How far can a block of tungsten be squeezed or stretched before its stiffness stops being a constant? The simplest elastic model takes a single bulk modulus, referred to one fixed volume: pressure then falls along a straight line as the volume grows, and the strain energy is a parabola. The table follows body-centred cubic tungsten from about 2 % shorter to about 3 % longer interatomic distances than in the unstressed metal. Within this modest range the straight line goes wrong by nearly a fifth of the pressure.

Body-centred cubic tungsten at fixed volumes, computed with Ansatz 0.2.0: PBEsol, scalar-relativistic, no spin polarisation, PAW, plane waves to 420 eV, 8×8×8 k mesh, Gaussian smearing of 0.1 eV. Energies are taken at zero smearing, relative to the element's standard crystal in the same functional; pressure is positive in compression.

```
volume (Å³/atom)  shortest distance (Å)  energy over elements (eV/atom)  pressure (GPa)
          14.831                  2.681                           0.059          21.490
          15.848                  2.741                           0.003          -2.720
          15.932                  2.746                           0.005          -4.380
          15.963                  2.747                           0.006          -4.980
          16.301                  2.767                           0.023         -11.120
          17.018                  2.807                           0.098         -22.020
          17.076                  2.810                           0.106         -22.790
```

**The compressed cell at the top**

The volume is given per atom, and the shortest distance is that between nearest neighbours. Positive pressure means that the cell pushes outwards, negative pressure that it is under tension. The energy over elements is measured from tungsten metal itself, so its changes down the table are strain energy. One pressure describes the whole stress, because a crystal that stays cubic as it is squeezed or stretched pushes equally in every direction.

The first cell is the only compressed one, at 21.5 GPa. By the next row the pressure has passed through zero and reached −2.7 GPa. That second row has the lowest energy of the table, yet it is not the unstressed crystal, which lies somewhere between the two. Picking the lowest energy would miss this; the sign of the pressure shows it at once.

**The three cells just past zero pressure**

The next rows lie close together and under mild tension, which makes them a good place to read off a stiffness. The straight line tested here passes through the rows at 15.848 and 15.932 Å³. Its slope is −19.7 GPa per Å³, and multiplied by the volume this gives a bulk modulus of about 313 GPa. These two rows define the line and therefore cannot test it; the other five can.

Carried back to the compressed cell, the line gives

pressure = −2.72 + 19.7 × (15.848 − 14.831) ≈ 17.3 GPa.

The calculation itself gave 21.5 GPa. The line thus misses 19 % of the pressure, although the atoms have moved together by only a few hundredths of an ångström. Tungsten resists compression more strongly than its stiffness near zero pressure suggests.

**The cell at 16.301 Å³**

Going down the table, the same line is now carried into tension. At 16.301 Å³ it still does well: it predicts −11.7 GPa where the calculation gave −11.1 GPa, an error of about 5 %. An engineer who stopped here might conclude that a constant modulus is good enough. The error is small because the cell is still near the place where the slope was taken.

**The two most stretched cells**

At 17.018 Å³ the cell is about 2.6 times as far from the row at 15.848 Å³, where the line starts, but the miss is seven times as large. An error that grows roughly as the square of the distance is the mark of a smoothly curved relation. A sudden change in the state of the metal would instead be expected to show as a step or a kink. In the last row the line predicts −26.9 GPa against a computed −22.8 GPa, so it overstates the tension by 18 %.

The two ends together show what kind of failure this is. In the compressed cell and in the most stretched one, the computed pressure lies about 4 GPa above the line. A badly chosen slope could not cause that, because tilting the line to mend one end would worsen the other. Only a curve that bends upwards lies above its own straight line on both sides.

In the energy the same fault looks different. The parabola that belongs to the line puts the compressed cell 46 meV above the second row, where the calculation gave 55 meV. For the most stretched cell it gives 114 meV instead of 103 meV. The computed energy curve is therefore lopsided, steeper on the side of compression and flatter on the side of tension.

**Is the curvature real?**

A faulty pressure could imitate such a bend, and the table allows a check. Pressure multiplied by the change of volume is work, and this work must equal the change of energy. Between the last two rows both routes give 8.1 meV. Over the long first step, the work taken from the average of the two end pressures is about 4 meV too large, which is close to what the curvature itself demands.

This agreement shows that energies and pressures belong to the same curve. It does not show that the curve is exact, since the sampling of electron states was coarse in every row and an error that varies smoothly with volume would pass the check. The stiffness taken between two closely spaced rows is the most exposed. The last two pressures differ by less than 1 GPa, so an error of 0.1 GPa in that difference would change the local bulk modulus by more than a tenth.

Even so, the direction is clear. Taken from one row to the next, the bulk modulus falls at every step, from about 365 GPa at the compressed end to about 227 GPa at the stretched end. A single value for the whole table would describe an average that applies to only a small part of it.

**Why stretched tungsten is softer**

The main cause is standard physics of metallic bonding. Two tendencies compete in the crystal. The d orbitals of neighbouring atoms overlap and form a band, and tungsten fills mainly the bonding half of it, which pulls the atoms together. Against this stands a repulsion: electrons confined to less space gain kinetic energy, and the filled inner shells of neighbours begin to overlap.

Both effects fade as the atoms move apart, but the repulsion fades faster. At the unstressed distance the two forces are equal and opposite. Stiffness measures how quickly this balance is upset by a small displacement, and there the steeper partner, the repulsion, has the larger say. When the crystal is stretched, the repulsion dies away first and takes the stiffness with it; when it is squeezed, the repulsion grows fastest and the metal hardens.

A constant bulk modulus leaves this difference out. It treats the whole crystal as an ideal spring in volume, whose pressure changes by the same amount for every added cubic ångström and whose tension can grow without end. Real atoms drawn far apart must finally stop attracting each other, so the tension has to reach a maximum and then decline. The flattening in the last rows is an early sign of that bend, although the table ends well before any maximum.

A smaller part of the curvature is expected from geometry alone. Pressure is force per area, and the area grows as the crystal is stretched. Even perfect springs between the atoms would therefore give a slightly curved relation between pressure and volume.

The electronic structure from the same calculations fits this picture. The energy range in which the last band that the electrons could fill overlaps with the next one shrinks by 18 % from the first row to the last, as it should when neighbouring orbitals couple more weakly. This supports the weakening of the bond but does not measure the repulsion, so the division of the stiffness between the two rests on theory. The same reasoning lets a reader guess the direction for other ordinary metals near their unstressed volume: harder when squeezed, softer when stretched.

**What the straight line costs in practice**

The error does harm when an unstressed volume is sought from cells that lie far apart. The first and last rows look ideal for this, with almost equal pressures of opposite sign. A straight line between them puts zero pressure at 15.92 Å³. Yet the row at 15.932 Å³, practically the same volume, is under a tension of more than 4 GPa.

The curvature can be turned to use. A curve that bends upwards runs below a line drawn between two of its points and above the extension of that line. The line through the two close rows, extended to zero pressure, therefore gives a lower bound of 15.71 Å³, and the line between the first two rows gives an upper bound of 15.73 Å³. The line between the end rows lies more than 1 % too high in volume. The output after this text lists the line, its parabola and the stepwise moduli for each row.

The approximation shown to fail here is the constant stiffness. The density functional is not put to the test, because the table holds no measured values to compare with. For work with a few computed cells this leads to a simple rule: before trusting a straight line between a compressed and a stretched cell, compute one more pressure between them. If it falls clearly below the line, the unstressed volume is smaller than the line says, and the search should go on with cells closer to zero pressure.

Output of the analysis:

```
Straight line through rows 15.848 and 15.932, carried to all rows:
     row  line_GPa  computed_GPa  miss_GPa  parabola_meV  energy_rise_meV  miss_meV
  14.831     17.31         21.49    -4.175         46.32             55.2    -8.876
  15.848    -2.718        -2.718         0             0                0         0
  15.932    -4.385        -4.385         0         1.877              1.9  -0.02349
  15.963    -4.994        -4.982  -0.01195         2.782              2.8  -0.01819
  16.301    -11.65        -11.12   -0.5327         20.34             19.9    0.4396
  17.018    -25.76        -22.02    -3.742           104               95     8.995
  17.076     -26.9        -22.79    -4.113         113.5            103.1     10.43
Steps from the row above:
     row  mid_volume_A3  bulk_modulus_GPa  energy_from_pressure_meV  energy_change_meV
  15.848          15.34             365.1                    -59.58              -55.2
  15.932          15.89             312.9                     1.877                1.9
  15.963          15.95             307.9                    0.9042                0.9
  16.301          16.13             292.9                     16.98               17.1
  17.018          16.66             253.5                      74.1               75.1
  17.076          17.05             226.7                     8.115                8.1
Slope of pressure between 15.848 and 15.932, GPa per A^3: -19.69
Zero-pressure volume from this line (lower bound if convex), A^3: 15.71
Zero-pressure volume from chord 14.831 to 15.848 (upper bound if convex), A^3: 15.73
Zero-pressure volume from chord between the two end rows, A^3: 15.92
Excess of the end-row chord over the near-row line, percent of volume: 1.34
Pressure missed by the line at 14.831, percent of computed: 19.43
Tension overstated by the line at 17.076, percent of computed: 18.05
Fall of stepwise bulk modulus from first to last step, percent: 37.91
Chord error expected from curvature in the first step, meV: 4.078
Fall of band overlap from 14.831 to 17.076, percent: 17.87
```
